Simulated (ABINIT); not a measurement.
The system is MgTe.

```
Te Mg
1.0
     0.00000    3.23200    3.23200
     3.23200    0.00000    3.23200
     3.23200    3.23200    0.00000
Te Mg
1 1
Direct
  0.25000 0.25000 0.25000
  0.00000 0.00000 0.00000
```

The cell comes from a database or a generator and needn't be the stable form of this composition.

Base run:

```yaml
Program: ABINIT 10.8.3 (patched build)
Functional: PBE
Potentials_or_basis: JTH PAW PBE v2.0
Cutoff: 517 eV
k_mesh: 7 × 7 × 7
Occupations: fermi-dirac, width 0.05 eV
Spin: no spin polarisation
```

Its results: band gap on the k mesh 2.42 eV, direct; pressure 0.6 GPa.

The run is repeated on the same cell with these changes: spin from no spin polarisation to spin-orbit coupling, no magnetisation. What comes out?

Band gap on the k mesh 2.16 eV, direct; pressure 0.7 GPa.

Spin-orbit coupling splits the band edges, which narrows the gap.

Caveats: spin-orbit coupling is left out, which moves the levels of the heavy elements (some runs).
